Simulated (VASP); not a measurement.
# Ho (Im-3m) in VASP: single point with PBE+U

Aim: the single point of Ho with PBE+U.

Everything below comes from runs of VASP 6.6.1. Logs are shortened: lines on timing, memory, paths and dates and some standing lists are left out, and cuts for length are marked.

## (1) The crystal as given

Symmetry: Im-3m, No. 229, cubic system. Conventional cell: a = 3.966 Å, b = 3.966 Å, c = 3.966 Å, α = 90.00°, β = 90.00°, γ = 90.00°. Around Ho (site symmetry m-3m) lie 8 Ho at 3.43 Å.

The cell was built by a generator and needn't be a form met in nature.

## (2) Single point, PBE+U, collinear spin, typed start

Input file INCAR:

```
SYSTEM = Ho
PREC = Accurate
ENCUT = 520
EDIFF = 1E-7
ISMEAR = 0
SIGMA = 0.05
LREAL = .False.
LASPH = .True.
NELM = 150
ALGO = Normal
ISIF = 2
LWAVE = .False.
LCHARG = .False.
ISPIN = 2
MAGMOM = 4
LORBIT = 11
LMAXMIX = 6
LDAU = .True.
LDAUTYPE = 2
LDAUL = 3
LDAUU = 6
LDAUJ = 0
LDAUPRINT = 1
GGA = PE
NBANDS = 20
```

Input file KPOINTS:

```
Automatic mesh
0
Gamma
  8 8 8
  0 0 0
```

Input file POSCAR:

```
Ho
1.0
   -1.9830325007      1.9830325007      1.9830325007
    1.9830325007     -1.9830325007      1.9830325007
    1.9830325007      1.9830325007     -1.9830325007
Ho
1
Direct
    0.0000000000      0.0000000000      0.0000000000
```

Potentials or basis: VASP PAW PBE potentials, release 64 (Ho).

The run is started by

```sh
> cat potpaw_PBE.64/Ho/POTCAR > POTCAR
> mpirun -np 1 vasp_std > vasp.out
```

OUTCAR:

```text
SYSTEM = Ho
   PREC = Accurate
   ENCUT = 520
   EDIFF = 1E-7
   ISMEAR = 0
   LREAL = .False.
   LASPH = .True.
   NELM = 150
   ISIF = 2
   ISPIN = 2
   LORBIT = 11
   GGA = PE

 ion  position               nearest neighbor table
   1  0.000  0.000  0.000-

  LATTYP: Found a body centered cubic cell.
 ALAT       =     3.9660650014

  Lattice vectors:

 A1 = (  -1.9830325007,   1.9830325007,   1.9830325007)
 A2 = (   1.9830325007,  -1.9830325007,   1.9830325007)
 A3 = (   1.9830325007,   1.9830325007,  -1.9830325007)

Analysis of symmetry for initial positions (statically):
=====================================================================
 Subroutine PRICEL returns:
 Original cell was already a primitive cell.

 Routine SETGRP: Setting up the symmetry group for a
 body centered cubic supercell.

 Subroutine GETGRP returns: Found 48 space group operations
 (whereof 48 operations were pure point group operations)
 out of a pool of 48 trial point group operations.

The static configuration has the point symmetry O_h .

Analysis of symmetry for dynamics (positions and initial velocities):
=====================================================================
 Subroutine PRICEL returns:
 Original cell was already a primitive cell.

 Routine SETGRP: Setting up the symmetry group for a
 body centered cubic supercell.

 Subroutine GETGRP returns: Found 48 space group operations
 (whereof 48 operations were pure point group operations)
 out of a pool of 48 trial point group operations.

The dynamic configuration has the point symmetry O_h .

Analysis of structural, dynamic, and magnetic symmetry:
=====================================================================
 Subroutine PRICEL returns:
 Original cell was already a primitive cell.

 Routine SETGRP: Setting up the symmetry group for a
 body centered cubic supercell.

 Subroutine GETGRP returns: Found 48 space group operations
 (whereof 48 operations were pure point group operations)
 out of a pool of 48 trial point group operations.

The overall configuration has the point symmetry O_h .

 Subroutine INISYM returns: Found 48 space group operations
 (whereof 48 operations are pure point group operations),
 and found     1 'primitive' translations

----------------------------------------------------------------------------------------

                                     Primitive cell

  volume of cell :      31.1924

  direct lattice vectors                    reciprocal lattice vectors
    -1.983032501  1.983032501  1.983032501     0.000000000  0.252139085  0.252139085
     1.983032501 -1.983032501  1.983032501     0.252139085  0.000000000  0.252139085
     1.983032501  1.983032501 -1.983032501     0.252139085  0.252139085  0.000000000

  length of vectors
     3.434713044  3.434713044  3.434713044     0.356578513  0.356578513  0.356578513

  position of ions in fractional coordinates (direct lattice)
     0.000000000  0.000000000  0.000000000

  ion indices of the primitive-cell ions
   primitive index   ion index
                 1           1

----------------------------------------------------------------------------------------

 KPOINTS: Automatic mesh

Automatic generation of k-mesh.
 Grid dimensions read from file:
 generate k-points for:    8    8    8

 Generating k-lattice:

  Cartesian coordinates                     Fractional coordinates (reciprocal lattice)
     0.000000000  0.031517386  0.031517386     0.125000000  0.000000000  0.000000000
     0.031517386  0.000000000  0.031517386     0.000000000  0.125000000  0.000000000
     0.031517386  0.031517386  0.000000000     0.000000000  0.000000000  0.125000000

  Length of vectors
     0.044572314  0.044572314  0.044572314

  Shift w.r.t. Gamma in fractional coordinates (k-lattice)
     0.000000000  0.000000000  0.000000000

 Subroutine IBZKPT returns following result:
[... 41 lines left out ...]
   ISTART =      0    job   : 0-new  1-cont  2-samecut
   ICHARG =      2    charge: 1-file 2-atom 10-const
   ISPIN  =      2    spin polarized calculation?
   LNONCOLLINEAR =      F non collinear calculations
   LSORBIT =      F    spin-orbit coupling
   LASPH  =      T    aspherical Exc in radial PAW
   ENCUT  =  520.0 eV  38.22 Ry    6.18 a.u.   6.39  6.39  6.39*2*pi/ulx,y,z
   NELM   =    150;   NELMIN=  2; NELMDL= -5     # of ELM steps
   EDIFF  = 0.1E-06   stopping-criterion for ELM
   LREAL  =      F    real-space projection
   EDIFFG = 0.1E-05   stopping-criterion for IOM
   NSW    =      0    number of steps for IOM
   IBRION =     -1    ionic relax: 0-MD 1-quasi-New 2-CG
   NFREE  =      0    steps in history (QN), initial steepest desc. (CG)
   ISIF   =      2    stress and relaxation
   ISYM   =      2    0-nonsym 1-usesym 2-fastsym
   POTIM  = 0.5000    time-step for ionic-motion
   TEBEG  =    0.0;   TEEND  =   0.0 temperature during run
   PSTRESS=    0.0 pullay stress
   NELECT =      21.0000    total number of electrons
   NUPDOWN=      -1.0000    fix difference up-down
   EMIN   =  10.00;   EMAX   =-10.00  energy-range for DOS
   EFERMI =   0.00;   METHOD = LEGACY
   ISMEAR =     0;   SIGMA  =   0.05  broadening in eV -4-tet -1-fermi 0-gaus
   EFERMI_NEDOS =   21; number of points for ismear=-14 and -15
   IALGO  =     38    algorithm
   IMIX   =      4    mixing-type and parameters
     AMIX     =   0.40;   BMIX     =  1.00
     AMIX_MAG =   1.60;   BMIX_MAG =  1.00
  volume/ion in A,a.u.               =      31.19       210.50
  Fermi-wavevector in a.u.,A,eV,Ry     =   1.434822  2.711421 28.010516  2.058715
  Thomas-Fermi vector in A             =   2.554188
   LORBIT       =     11    0 simple, 1 ext, 2 COOP (PROOUT), +10 PAW based schemes
 LDA+U is selected, type is set to LDAUTYPE =  2
   angular momentum for each species LDAUL =     3
   U (eV)           for each species LDAUU =   6.0
   J (eV)           for each species LDAUJ =   0.0
   GGA     = PE    functional components
   LHFCALC =     F    Hartree Fock is set to
   AEXX    =    0.0000 exact exchange contribution
   IVDW    =     0    specifies the selected vdW correction
   LEPSILON=     F    determine dielectric tensor
   LRPA    =     F    only Hartree local field effects (RPA)
 spin polarized calculation
 Gauss-broadening in eV      SIGMA  =   0.05
  energy-cutoff  :      520.00
  volume of cell :       31.19
 maximum number of plane-waves:       887
 NGX is ok and might be reduce to    28
   NGX = 13   NGY = 13   NGZ = 13

atom =   1  type =  1  l = 3

 onsite density matrix

spin component  1

  0.9820 -0.0000 -0.0008 -0.0000  0.0000 -0.0000  0.0000
 -0.0000  0.9817  0.0000  0.0000  0.0000 -0.0000 -0.0000
 -0.0008  0.0000  0.9824 -0.0000 -0.0000  0.0000 -0.0000
 -0.0000  0.0000 -0.0000  0.9814 -0.0000 -0.0000 -0.0000
  0.0000  0.0000 -0.0000 -0.0000  0.9824 -0.0000  0.0008
 -0.0000 -0.0000  0.0000 -0.0000 -0.0000  0.9831 -0.0000
  0.0000 -0.0000 -0.0000 -0.0000  0.0008 -0.0000  0.9820

spin component  2

  0.5924 -0.0000  0.4586  0.0000 -0.0000 -0.0000 -0.0000
 -0.0000  0.9752  0.0000 -0.0000  0.0000 -0.0000  0.0000
  0.4586  0.0000  0.3556  0.0000 -0.0000 -0.0000  0.0000
  0.0000 -0.0000  0.0000  0.9477  0.0000 -0.0000 -0.0000
 -0.0000  0.0000 -0.0000  0.0000  0.3556  0.0000 -0.4586
 -0.0000 -0.0000 -0.0000 -0.0000  0.0000  0.0004  0.0000
 -0.0000  0.0000  0.0000 -0.0000 -0.4586  0.0000  0.5924

 occupancies and eigenvectors

  o =  0.0004  v =  0.0000  0.0000  0.0000  0.0000  0.0000  0.0000  0.0000 -0.0000  0.0000  0.0000  0.0000 -0.0000  1.0000 -0.0000      0.0000  0.0000  0.0000  0.0000  0.0000  0.0000  0.0000  0.0000  0.0000  0.0000  0.0000  0.0000  0.0000  0.0000
  o =  0.0004  v =  0.0000  0.0000  0.0000  0.0000  0.0000  0.0000  0.0000  0.0005  0.0000 -0.0006  0.0000  0.7906  0.0000  0.6124      0.0000  0.0000  0.0000  0.0000  0.0000  0.0000  0.0000  0.0000  0.0000  0.0000  0.0000  0.0000  0.0000  0.0000
  o =  0.0004  v =  0.0000  0.0000  0.0000  0.0000  0.0000  0.0000  0.0000 -0.6124  0.0000  0.7906  0.0000  0.0006 -0.0000  0.0005      0.0000  0.0000  0.0000  0.0000  0.0000  0.0000  0.0000  0.0000  0.0000  0.0000  0.0000  0.0000  0.0000  0.0000
  o =  0.9477  v =  0.0000  0.0000  0.0000  0.0000  0.0000  0.0000  0.0000  0.0006  0.0000  0.0004  0.0001  0.6124  0.0000 -0.7906      0.0000  0.0000  0.0000  0.0000  0.0000  0.0000  0.0000  0.0000  0.0000  0.0000  0.0000  0.0000  0.0000  0.0000
  o =  0.9477  v =  0.0000  0.0000  0.0000  0.0000  0.0000  0.0000  0.0000  0.7906  0.0000  0.6124 -0.0000 -0.0004 -0.0000  0.0006      0.0000  0.0000  0.0000  0.0000  0.0000  0.0000  0.0000  0.0000  0.0000  0.0000  0.0000  0.0000  0.0000  0.0000
  o =  0.9477  v =  0.0000  0.0000  0.0000  0.0000  0.0000  0.0000  0.0000  0.0000 -0.0000  0.0000  1.0000 -0.0001 -0.0000  0.0001      0.0000  0.0000  0.0000  0.0000  0.0000  0.0000  0.0000  0.0000  0.0000  0.0000  0.0000  0.0000  0.0000  0.0000
  o =  0.9752  v =  0.0000  0.0000  0.0000  0.0000  0.0000  0.0000  0.0000 -0.0000  1.0000 -0.0000  0.0000 -0.0000 -0.0000  0.0000      0.0000  0.0000  0.0000  0.0000  0.0000  0.0000  0.0000  0.0000  0.0000  0.0000  0.0000  0.0000  0.0000  0.0000
  o =  0.9814  v =  0.0000  0.0000  0.0000  0.0000 -0.6124  0.0000  0.7906  0.0000  0.0000  0.0000  0.0000  0.0000  0.0000  0.0000      0.0000  0.0000  0.0000  0.0000  0.0000  0.0000  0.0000  0.0000  0.0000  0.0000  0.0000  0.0000  0.0000  0.0000
  o =  0.9814  v = -0.7906 -0.0000 -0.6124 -0.0000  0.0000 -0.0000  0.0000  0.0000  0.0000  0.0000  0.0000  0.0000  0.0000  0.0000      0.0000  0.0000  0.0000  0.0000  0.0000  0.0000  0.0000  0.0000  0.0000  0.0000  0.0000  0.0000  0.0000  0.0000
  o =  0.9814  v =  0.0000 -0.0000 -0.0000  1.0000  0.0000 -0.0000 -0.0000  0.0000  0.0000  0.0000  0.0000  0.0000  0.0000  0.0000      0.0000  0.0000  0.0000  0.0000  0.0000  0.0000  0.0000  0.0000  0.0000  0.0000  0.0000  0.0000  0.0000  0.0000
  o =  0.9817  v =  0.0000 -1.0000  0.0000 -0.0000 -0.0000  0.0000  0.0000  0.0000  0.0000  0.0000  0.0000  0.0000  0.0000  0.0000      0.0000  0.0000  0.0000  0.0000  0.0000  0.0000  0.0000  0.0000  0.0000  0.0000  0.0000  0.0000  0.0000  0.0000
  o =  0.9831  v =  0.0000 -0.0000 -0.0000 -0.0000 -0.7906  0.0003 -0.6124  0.0000  0.0000  0.0000  0.0000  0.0000  0.0000  0.0000      0.0000  0.0000  0.0000  0.0000  0.0000  0.0000  0.0000  0.0000  0.0000  0.0000  0.0000  0.0000  0.0000  0.0000
  o =  0.9831  v =  0.6124 -0.0000 -0.7906 -0.0000  0.0000 -0.0000  0.0000  0.0000  0.0000  0.0000  0.0000  0.0000  0.0000  0.0000      0.0000  0.0000  0.0000  0.0000  0.0000  0.0000  0.0000  0.0000  0.0000  0.0000  0.0000  0.0000  0.0000  0.0000
  o =  0.9831  v =  0.0000  0.0000 -0.0000  0.0000  0.0002  1.0000  0.0002  0.0000  0.0000  0.0000  0.0000  0.0000  0.0000  0.0000      0.0000  0.0000  0.0000  0.0000  0.0000  0.0000  0.0000  0.0000  0.0000  0.0000  0.0000  0.0000  0.0000  0.0000

 number of electron      21.0000001 magnetization       3.1008810

 Free energy of the ion-electron system (eV)
  ---------------------------------------------------
  ext. energy  EPLUGINS =         0.00000000
  ---------------------------------------------------
  free energy    TOTEN  =        -5.07565295 eV

  energy without entropy =       -5.07344530  energy(sigma->0) =       -5.07454913

 E-fermi :   2.4369     XC(G=0): -10.0021

 val. band max:        2.4181865396   @ k =   0.2500   0.2500   0.1250
 cond. band min:       2.5435666843   @ k =   0.3750   0.2500   0.0000
 fundamental gap:      0.1253801447
 Fermi energy:         2.4369084958

 spin component 1

 k-point     1 :       0.0000    0.0000    0.0000
  band No.  band energies     occupation
      1     -43.8639      1.00000
      2     -18.8720      1.00000
      3     -18.8720      1.00000
      4     -18.8720      1.00000
      5      -2.4773      1.00000
      6      -0.5330      1.00000
[... 1097 lines left out ...]
     19      15.6276      0.00000
     20      16.1285      0.00000

 [... further k-points ...]
[... 5 lines left out ...]
  --------------------------------------------------------------------------------------
  -------------------------------------------------------------------------------------
  Total        1.4169898      1.4169898      1.4169898      0.0000000      0.0000000      0.0000000
  in kB       72.7826447     72.7826447     72.7826447      0.0000000      0.0000000      0.0000000
  external PRESSURE =      72.7826447 kB  Pullay stress =       0.0000000 kB

 VOLUME and BASIS-vectors are now :
 -----------------------------------------------------------------------------
  energy-cutoff  :      520.00
  volume of cell :       31.19
      direct lattice vectors                 reciprocal lattice vectors
    -1.983032501  1.983032501  1.983032501     0.000000000  0.252139085  0.252139085
     1.983032501 -1.983032501  1.983032501     0.252139085  0.000000000  0.252139085
     1.983032501  1.983032501 -1.983032501     0.252139085  0.252139085  0.000000000

 POSITION                                       TOTAL-FORCE (eV/Angst)
 -----------------------------------------------------------------------------------
      0.00000      0.00000      0.00000         0.000000      0.000000     -0.000000
 -----------------------------------------------------------------------------------
    total drift:                               -0.000000     -0.000000     -0.000000

  FREE ENERGIE OF THE ION-ELECTRON SYSTEM (eV)
  ---------------------------------------------------
  free  energy   TOTEN  =        -5.0756529498 eV

  energy  without entropy=       -5.0734453049  energy(sigma->0) =       -5.07454913

 total charge

# of ion       s       p       d       f       tot
--------------------------------------------------
    1        2.117   5.717   0.291  10.686  18.811

 magnetization (x)

# of ion       s       p       d       f       tot
--------------------------------------------------
    1        0.004  -0.025   0.007   3.054   3.041
```

It took 2.7 min on 1 thread of Intel Xeon 6975P-C (Granite Rapids), shared host; peak memory 0.2 GiB.

What came out:

- Free energy: -5.0757 eV
- Pressure: 7.3 GPa
- Band gap on the k mesh: none (metal or under the smearing width)
- Net moment: 3.10 μB per cell
- Site moments: Ho +3.04 μB
- Valence electrons inside the program's atomic spheres: Ho 18.81

Eigenvalues of the final occupation matrices:
| site | spin | trace | eigenvalues |
| --- | --- | --- | --- |
| site 1 f | 1 | 6.88 | 0.98 0.98 0.98 0.98 0.98 0.98 0.98 |
| site 1 f | 2 | 3.82 | 0.00 0.00 0.00 0.95 0.95 0.95 0.98 |

Caveat: the magnetic or orbital state may not be the lowest; spin-orbit coupling is left out, which moves the levels of the heavy elements.
